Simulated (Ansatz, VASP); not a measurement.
**TaInSe3 in two plane-wave programs**

Wanted: the spread between two codes on one cell, functional and k mesh. The cell is generated by rule, not measured, and may not be a known phase. The cell is taken from a series of runs on this material, whose earlier steps may have relaxed, scaled, displaced or heated it; both programs get it as it stands.

Calculated with Ansatz 0.2.0; plane waves, with VASP 6.6.1 beside it; PBEsol.

The structure was built from a prototype and need not be the compound's stable phase.

## Step 1: Set-up

The structure is trigonal, space group R3m (No. 160). Conventional cell: a = 7.098 Å, b = 7.098 Å, c = 8.694 Å, α = 90.00°, β = 90.00°, γ = 120.00°. In has 3 Se at 2.88 Å nearest. Nearest to Ta lie 6 Se at 2.47 to 2.56 Å. Nearest to Se lie 2 Ta at 2.47 to 2.56 Å and 1 In at 2.88 Å. Farther neighbours and most contacts between anions are not listed.

As a file:

```cif
data_structure
_symmetry_space_group_name_H-M 'P 1'
_symmetry_Int_Tables_number 1
_cell_length_a 5.0193
_cell_length_b 5.0193
_cell_length_c 5.0193
_cell_angle_alpha 90.000
_cell_angle_beta 90.000
_cell_angle_gamma 90.000
_cell_volume 126.45
loop_
_atom_site_label
_atom_site_type_symbol
_atom_site_fract_x
_atom_site_fract_y
_atom_site_fract_z
_atom_site_occupancy
In1 In 0.06902 0.93098 0.93098 1
Ta2 Ta 0.49094 0.50906 0.50906 1
Se3 Se 0.46945 0.53055 0.01849 1
Se4 Se 0.46945 0.01849 0.53055 1
Se5 Se 0.98151 0.53055 0.53055 1
```

## Step 2: VASP: single point, PBEsol, pair 1

With cell and atoms fixed, the geometry can't cause a difference; cores, projectors, grids and the points listed under the comparison can.

Lines of VASP's logs that name or quote its potential files are left out, and so is its time.

Contents of INCAR:

```
SYSTEM = TaInSe3
PREC = Accurate
ENCUT = 500
EDIFF = 1E-06
NELM = 120
ISMEAR = 1
SIGMA = 0.15
LREAL = .FALSE.
ALGO = Normal
GGA = PS
NBANDS = 27
LASPH = .TRUE.
LORBIT = 11
LWAVE = .FALSE.
LCHARG = .FALSE.
ISIF = 2
GGA_COMPAT = .FALSE.
KPAR = 2
```

Contents of POSCAR:

```
TaInSe3
1.0
    5.0192521560      0.0000000000      0.0000000000
    0.0000000000      5.0192521560      0.0000000000
    0.0000000000      0.0000000000      5.0192521560
In Ta Se
1 1 3
Direct
    0.0690162898      0.9309837102      0.9309837102
    0.4909426167      0.5090573833      0.5090573833
    0.4694490725      0.5305509275      0.0184893628
    0.4694490725      0.0184893628      0.5305509275
    0.9815106372      0.5305509275      0.5305509275
```

Contents of KPOINTS:

```
Automatic mesh
0
Gamma
6 6 6
0 0 0
```

PAW data sets: In_d, Ta_pv and Se (PBE family, release 64).

On the command line:

```
> mpirun -np 2 vasp_std
```

Numbers of over 12 decimals in the logs are rounded to 6 here.

Output:

```text
[banner, memory and clock lines left out]
running    2 mpi-ranks, on    1 nodes
 distrk:  each k-point on    1 cores,    2 groups
 distr:  one band on    1 cores,    1 groups

 POSCAR found type information on POSCAR InTaSe
 POSCAR found :  3 types and       5 ions
|                                                                             |
|               ----> ADVICE to this user running VASP <----                  |
|                                                                             |
|     You enforced a specific xc type in the INCAR file but a different       |
|     [... a line on the potential file left out ...]
|     I HOPE YOU KNOW WHAT YOU ARE DOING!                                     |
|                                                                             |

 LDA part: xc-table for (Slater+PW92), standard interpolation
 POSCAR, INCAR and KPOINTS ok, starting setup
 FFT: planning ... GRIDC
 FFT: planning ... GRID_SOFT
 FFT: planning ... GRID
 WAVECAR not read
 entering main loop
       N       E                     dE             d eps       ncg     rms          rms(c)
DAV:   1     0.358792250820E+03    0.35879E+03   -0.18577E+04  1736   0.155E+03
DAV:   2     0.972543652864E+01   -0.34907E+03   -0.33929E+03  1823   0.382E+02
DAV:   3    -0.290837985462E+02   -0.38809E+02   -0.37696E+02  2268   0.122E+02
DAV:   4    -0.306886973385E+02   -0.16049E+01   -0.15977E+01  2126   0.246E+01
DAV:   5    -0.307267823163E+02   -0.38085E-01   -0.38023E-01  2476   0.420E+00    0.164E+01
DAV:   6    -0.290116729366E+02    0.17151E+01   -0.13177E+01  1912   0.173E+01    0.683E+00
DAV:   7    -0.287964944933E+02    0.21518E+00   -0.28506E+00  2316   0.958E+00    0.507E+00
DAV:   8    -0.287320561650E+02    0.64438E-01   -0.36573E-01  2410   0.397E+00    0.620E-01
DAV:   9    -0.287306048473E+02    0.14513E-02   -0.27197E-02  2636   0.191E+00    0.280E-01
DAV:  10    -0.287306605220E+02   -0.55675E-04   -0.25873E-03  2613   0.385E-01    0.130E-01
DAV:  11    -0.287306776907E+02   -0.17169E-04   -0.59375E-04  2521   0.283E-01    0.464E-02
DAV:  12    -0.287306815776E+02   -0.38869E-05   -0.20636E-04  2098   0.162E-01    0.214E-02
DAV:  13    -0.287306774475E+02    0.41301E-05   -0.21286E-05  2439   0.381E-02    0.120E-02
DAV:  14    -0.287306772425E+02    0.20497E-06   -0.50263E-06  1729   0.153E-02
   1 F= -.28730677E+02 E0= -.28731292E+02  d E =0.184300E-02
```

OUTCAR, selected parts (step 2):

```text
ion  position               nearest neighbor table
   1  0.069  0.931  0.931-   3 2.88   4 2.88   5 2.88   2 3.67
   2  0.491  0.509  0.509-   5 2.47   4 2.47   3 2.47   4 2.56   3 2.56   5 2.56   1 3.67
   3  0.469  0.531  0.018-   2 2.47   2 2.56   1 2.88
   4  0.469  0.018  0.531-   2 2.47   2 2.56   1 2.88
   5  0.982  0.531  0.531-   2 2.47   2 2.56   1 2.88

  LATTYP: Found a simple cubic cell.
 ALAT       =     5.0192521560

 Subroutine GETGRP returns: Found  6 space group operations
 (whereof  6 operations were pure point group operations)

The static configuration has the point symmetry C_3v.

 Found     32 irreducible k-points:

   k-points           NKPTS =     32   k-points in BZ     NKDIM =     32   number of bands    NBANDS=     27

   dimension x,y,z NGX =    40 NGY =   40 NGZ =   40
   dimension x,y,z NGXF=    80 NGYF=   80 NGZF=   80

   ENCUT  =  500.0 eV  36.75 Ry    6.06 a.u.   9.15  9.15  9.15*2*pi/ulx,y,z

   NELECT =      42.0000    total number of electrons

 k-points in reciprocal lattice and weights: Automatic mesh
   0.00000000  0.00000000  0.00000000       0.005
   0.16666667  0.00000000  0.00000000       0.028
   0.33333333  0.00000000  0.00000000       0.028
   0.50000000  0.00000000  0.00000000       0.014
   0.16666667  0.16666667  0.00000000       0.028
   0.00000000  0.16666667  0.16666667       0.028
   0.33333333  0.16666667  0.00000000       0.056
   0.00000000  0.33333333  0.16666667       0.056
   0.50000000  0.16666667  0.00000000       0.056
[...]
0.50000000  0.50000000  0.33333333       0.028
   0.50000000  0.50000000  0.50000000       0.005

 average (electrostatic) potential at core
       1 -96.3824       2 -39.7140       3 -54.1139       4 -54.1139       5 -54.1139

 E-fermi :   3.8657

 k-point     1 :       0.0000    0.0000    0.0000
  band No.  band energies     occupation
    ...
     20       2.8518      2.00000
     21       2.8518      2.00000
     22       3.5182      2.00505
     23       3.5182      2.00505
     24       3.6946      2.06849
     25       5.6462     -0.00000
     26       5.6462     -0.00000
     27       7.3202      0.00000

 k-point     2 :       0.1667    0.0000    0.0000
  band No.  band energies     occupation
    ...
     18       2.1706      2.00000
     19       2.5071      2.00000
     20       2.8685      2.00000
     21       2.9687      2.00000
     22       3.5522      2.01182
     23       4.1141     -0.04103
     24       4.3368     -0.00008
     25       5.6532     -0.00000
     26       6.1574     -0.00000
     27       7.6214      0.00000

 k-point     3 :       0.3333    0.0000    0.0000
  band No.  band energies     occupation
    ...
     18       1.8891      2.00000
     19       2.5613      2.00000
     20       2.9063      2.00000
     21       3.3825      2.00005
     22       3.7214      2.04146
     23       5.0735     -0.00000
     24       5.3943     -0.00000
     25       5.6697     -0.00000
     26       6.1632     -0.00000
     27       7.1820      0.00000

  Total        1.8237851      1.8237851      1.8237851     -0.3275351      0.3275351     -0.3275351
  in kB       23.1082582     23.1082582     23.1082582     -4.1500310      4.1500310     -4.1500310
  external PRESSURE =      23.1082582 kB  Pullay stress =       0.0000000 kB

  energy-cutoff  :      500.00
  volume of cell :      126.45
      direct lattice vectors                 reciprocal lattice vectors
     5.019252156  0.000000000  0.000000000     0.199232868  0.000000000  0.000000000
     0.000000000  5.019252156  0.000000000     0.000000000  0.199232868  0.000000000
     0.000000000  0.000000000  5.019252156     0.000000000  0.000000000  0.199232868

 POSITION                                       TOTAL-FORCE (eV/Angst)
 -----------------------------------------------------------------------------------
      0.34641      4.67284      4.67284        -0.373832      0.373832      0.373832
      2.46416      2.55509      2.55509        -0.041610      0.041610      0.041610
      2.35628      2.66297      0.09280         0.179801     -0.179801     -0.055839
      2.35628      0.09280      2.66297         0.179801     -0.055839     -0.179801
      4.92645      2.66297      2.66297         0.055839     -0.179801     -0.179801
 -----------------------------------------------------------------------------------
    total drift:                                0.000379     -0.000379     -0.000379

  FREE ENERGIE OF THE ION-ELECTRON SYSTEM (eV)
  ---------------------------------------------------
  free  energy   TOTEN  =       -28.7306772425 eV

  energy  without entropy=      -28.7325202377  energy(sigma->0) =      -28.73129157

 total charge
# of ion       s       p       d       tot
------------------------------------------
    1        1.109   0.292   9.866  11.267
    2        0.306   6.190   2.294   8.790
    3        1.458   2.402   0.037   3.897
    4        1.458   2.402   0.037   3.897
    5        1.458   2.402   0.037   3.897
--------------------------------------------------
tot          5.787  13.688  12.271  31.746

[... 3 further parts left out ...]
```

The k-mesh is coarse for a metal.

The run ends at a pressure of 2.31 GPa, with forces up to 0.65 eV/Å.

## Step 3: Ansatz: single point, PBEsol, pair 1

Ansatz runs on its default PAW (the set named soft_2) files.

The same cell, functional, mesh and smearing now go to Ansatz, which takes its cutoff from its data sets.

Contents of input.yaml:

```yaml
crystal:
  lattice:
    - [5.019252156, 0.0, 0.0]
    - [0.0, 5.019252156, 0.0]
    - [0.0, 0.0, 5.019252156]
  atoms:
    - { symbol: In, position: [0.0690162898, -0.0690162898, -0.0690162898] }
    - { symbol: Ta, position: [0.4909426167, 0.5090573833, 0.5090573833] }
    - { symbol: Se, position: [0.4694490725, 0.5305509275, 0.0184893628] }
    - { symbol: Se, position: [0.4694490725, 0.0184893628, 0.5305509275] }
    - { symbol: Se, position: [-0.0184893628, 0.5305509275, 0.5305509275] }
kpoints:
  mp_grid: { grid: [6, 6, 6] }
hamiltonian:
  xc: pbesol
scf:
  occupations: { method: methfessel_paxton, width: 0.15 }
output:
  forces: true
  stress: true
  eigenvalues: true
```

On the command line:

```
> ansatz run input.yaml --threads 8 --pin off --max-ram 14336MiB --backend cpu --events-out ev --progress --plain --runs-dir out
```

Output:

```text
Engine: ansatz 0.2.0, aarch64-unknown-linux-gnu
Pseudopotentials: kind: paw
Pseudopotential: In, paw, valence charge 13, recommended cutoff 420 eV (normal), In.paw.azcp
Pseudopotential: Ta, paw, valence charge 13, recommended cutoff 420 eV (normal), Ta.paw.azcp
Pseudopotential: Se, paw, valence charge 16, recommended cutoff 420 eV (normal), Se.paw.azcp
Functional definition: PBEsol
  exchange = pbesol_x
  correlation = pbesol_c
Crystal: 5 atoms, lattice volume = 126.449 Å³
Basis set: ecut = 420 eV, 2517 PW (Γ), exchange–correlation on 72×72×72 points (8 copies of the dense FFT grid, shifted against one another)
Bands: 45, of which v1, the nominal top of the filled ones, is band 37 counted from 1 (36 counted from 0)
Symmetry: 6 space group operations
Space group: R3m (ITA 160), of the structure as read, at distance tolerance 5.0e-5 Å
k-points: 32 of 216 (time reversal used)
Non-local potential: In, projectors of the file, l = 0: 2, l = 1: 2, l = 2: 2, l = 3: 2
Non-local potential: Ta, projectors of the file, l = 0: 3, l = 1: 2, l = 2: 2, l = 3: 1
Non-local potential: Se, projectors of the file, l = 0: 2, l = 1: 2, l = 2: 3, l = 3: 1
PAW form: soft (Blöchl's): semilocal exchange-correlation on the pseudo side does not see the compensation charge
PAW frozen core: In, regenerated for the run's functional, and the local potential with it (the file was generated under x = pbe(κ = 0.804, μ = 0.219515), c = pbe(β = 0.066725))
PAW frozen core: Ta, regenerated for the run's functional, and the local potential with it (the file was generated under x = pbe(κ = 0.804, μ = 0.219515), c = pbe(β = 0.066725))
PAW frozen core: Se, regenerated for the run's functional, and the local potential with it (the file was generated under x = pbe(κ = 0.804, μ = 0.219515), c = pbe(β = 0.066725))
PAW one-centre angular grid: In, 590 points (default); XC on 64 Gauss nodes
PAW one-centre angular grid: Ta, 590 points (default); XC on 64 Gauss nodes
PAW one-centre angular grid: Se, 590 points (default); XC on 64 Gauss nodes
Initial density: superposition of atomic densities (neutral atoms: chi_scale 0, normalization atom), corrected by the library's trained network
Initial wavefunctions: pseudopotential atomic-orbital guess
Functional: x = pbesol(κ = 0.804, μ = 0.123457), c = pbesol(β = 0.046)
SCF iter   1: F=—  HF=-31606.198722 eV  |F-HF|=—  |Δ(HF+E_count)|=         —  Δρ=3.90e-3  dr2=2.27e-2  ethr=1.77e-3  ⟨swp⟩=6.6  Hψ=5285  notcnv=0
preconditioner: auto → Resta (q_TF=auto, 2.495 Å⁻¹)  ε∞=4.4  [insulator: Δε(μ)=0.136 eV  Ē_g=10.712 eV  σ=0.150 eV  W_gap=0.62  n_scr=26 (ndim 8)  ℏωp=19.8 eV  f_vac=0.065  D(μ)=0.79/eV (n_scr^D=0)  ε∞_Penn≈4.4]
SCF iter   2: F=—  HF=-31606.194262 eV  |F-HF|=—  |Δ(HF+E_count)|=   4.46e-3  S|Δr|=    0.00e0  Δρ=1.88e-3  dr2=5.17e-3  ethr=3.07e-5  ⟨swp⟩=2.9  Hψ=2869  notcnv=0
SCF iter   3: F=—  HF=-31606.193375 eV  |F-HF|=—  |Δ(HF+E_count)|=   8.88e-4  S|Δr|=    0.00e0  Δρ=7.05e-4  dr2=9.69e-4  ethr=6.98e-6  ⟨swp⟩=2.3  Hψ=1878  notcnv=0
automatic band count: iteration 3 solves 44 bands in place of 45: the levels show a gap, and the empty bands left out lie too high to hold charge; the band table lists the bands solved (type scf.n_extra_bands for more)
SCF iter   4: F=—  HF=-31606.193263 eV  |F-HF|=—  |Δ(HF+E_count)|=   1.11e-4  S|Δr|=    0.00e0  Δρ=2.39e-4  dr2=8.99e-5  ethr=1.31e-6  ⟨swp⟩=5.2  Hψ=2979  notcnv=0  defer=1
automatic band count: iteration 4 solves 45 bands in place of 44: the levels no longer show a gap clear of their residuals, so the SCF keeps every band
SCF iter   5: F=—  HF=-31606.193281 eV  |F-HF|=—  |Δ(HF+E_count)|=   1.78e-5  S|Δr|=    0.00e0  Δρ=9.88e-5  dr2=1.28e-5  ethr=1.21e-7  ⟨swp⟩=2.0  Hψ=1889  notcnv=0  defer=1
SCF iter   6: F=—  HF=-31606.193290 eV  |F-HF|=—  |Δ(HF+E_count)|=   9.44e-6  S|Δr|=    0.00e0  Δρ=2.05e-5  dr2=8.66e-7  ethr=1.73e-8  ⟨swp⟩=2.0  Hψ=1680  notcnv=0  defer=1
SCF iter   7: F=-31606.193291 eV  HF=-31606.193291 eV  |F-HF|=6.12e-9  |Δ(HF+E_count)|=   6.71e-7  S|Δr|=    0.00e0  Δρ=5.36e-6  dr2=6.44e-8  ethr=1.35e-10  ⟨swp⟩=7.9  Hψ=6737  notcnv=0
SCF 1 converged in 7 iterations: F = -31606.193291 eV  dr2 = 6.44e-8
  greatest PAW one-centre occupation: 1.000 electrons in one spin orbital (limit 2), on the Se atom at site 4 (counted from 0), in its partial waves of l = 2
SCF converged after 7 iterations
Stability not checked: this state was not tested for a lower state beside it, because cold or Methfessel-Paxton smearing, or corrected tetrahedra, fill the levels in a way that the test cannot read (fill_not_monotonic; see scf.lower_state_search)
Free energy (F): -31606.193291 eV
Harris-Foulkes:  -31606.193291 eV  (|F-HF|=6.12e-9)
Internal energy: -31606.194975 eV  (E = F + TS)
E sigma→0 (E₀):  -31606.193712 eV
Entropy (-TS):   0.001684 eV (0.337 meV/atom)
Fermi energy:    9.019113 eV
--- Per-component energies (eV) ---
  E_band       = -1382.247143
  E_kinetic    = 964.576152
  E_local      = -9874.014326  (includes V_loc(G=0)·N_el)
  E_nonlocal   = -1394.747863
  E_hartree    = 4638.332692
  E_xc         = -741.909131
  E_vxc        = -599.423650  (∫ρ·V_xc dr)
  E_paw        = -17954.553836  (= ΣΔE_a)
  E_vpaw       = 244.688920  (= ΣTr[D̂ρ^β])
  E_aug_tail   = -0.001651  (compensation charges beyond the density's cutoff)
  E_ewald      = -7247.351913
  E_core_change = 3.474900  (= ΣΔE_core)
  E_smearing   = 0.001684  (= −TS)
  E_closure    = -0.000000  (closes the sum)
  Σ components = -31606.193291   (vs F -31606.193291, Δ=0.00e0)
--- Forces (eV/Å), atoms counted from 1 ---
  atom   1  In    -0.36924202     0.36924202     0.36924202
  atom   2  Ta    -0.04303591     0.04303591     0.04303591
  atom   3  Se     0.18063908    -0.18063908    -0.05098106
  atom   4  Se     0.18063908    -0.05098106    -0.18063908
  atom   5  Se     0.05098106    -0.18063908    -0.18063908
  max |Σ_I F_I| component: 1.87e-5 eV/Å
--- Stress (GPa, compression-positive) ---
        2.132176      -0.413014      -0.413014
       -0.413014       2.132176       0.413014
       -0.413014       0.413014       2.132176
  P = ⅓ Tr σ = 2.1322 GPa (21.322 kbar)
--- Band table (eV; the first three rows and the last of 32) ---
  k-point 0: bands = [... 33 lower, 7.7738, 7.9572, 8.0069, 8.0069, 8.6741, 8.6741, 8.8481, 10.8075, ... 4 higher]
  k-point 1: bands = [... 33 lower, 7.3275, 7.6623, 8.0207, 8.1259, 8.7098, 9.2711, 9.4940, 10.8145, ... 4 higher]
  k-point 2: bands = [... 33 lower, 7.0472, 7.7170, 8.0578, 8.5411, 8.8764, 10.2330, 10.5530, 10.8308, ... 4 higher]
  k-point 31: bands = [... 33 lower, 6.6303, 9.0305, 9.0305, 9.2826, 10.7713, 10.7713, 10.8531, 13.9021, ... 4 higher]
```

In the SCF lines HF is the Harris–Foulkes energy and dr2 the Hartree energy of the density residual, in eV; the loop may stop once dr2 is under the threshold and the program's other checks hold. Hψ counts applications of the Hamiltonian.

The run ends at a pressure of 2.13 GPa, with forces up to 0.64 eV/Å.

## Step 4: Comparison

Known differences besides the potentials themselves: the data sets hold 74 valence electrons in Ansatz (on its default PAW (the set named soft_2) files) and 42 in VASP; the cutoff is 420 eV in Ansatz and 500 eV in VASP; Ansatz makes its cores anew for this functional, VASP keeps those of its PBE data sets. Total energies have different zeros and are not compared.

Both answers:

| quantity | Ansatz | VASP | difference |
| --- | --- | --- | --- |
| pressure (GPa) | 2.13 | 2.31 | -0.18 |

Forces (eV/Å; atoms numbered as in POSCAR):

| atom | Ansatz x, y, z | VASP x, y, z |
| --- | --- | --- |
| In1 | -0.369, 0.369, 0.369 | -0.374, 0.374, 0.374 |
| Ta2 | -0.043, 0.043, 0.043 | -0.042, 0.042, 0.042 |
| Se3 | 0.181, -0.181, -0.051 | 0.180, -0.180, -0.056 |
| Se4 | 0.181, -0.051, -0.181 | 0.180, -0.056, -0.180 |
| Se5 | 0.051, -0.181, -0.181 | 0.056, -0.180, -0.180 |

The forces differ by 3.1 meV/Å r.m.s., which is 1.5 % of the r.m.s. force of 0.205 eV/Å (both taken over all components).

(Continued in part 2 of 2.)

[Lines on the potential files, build, host, timing and source positions are cut from VASP's logs without a mark.]

[Logs are printed without paths, hosts, clocks, repeated set-up lines and the standing remarks that a program may print on its own settings, such as how far it seeks lower states.]

[Hosts, paths, dates, database ids (printed as entryN), source tags and the programs' standing remarks are cut or masked in the printed files.]
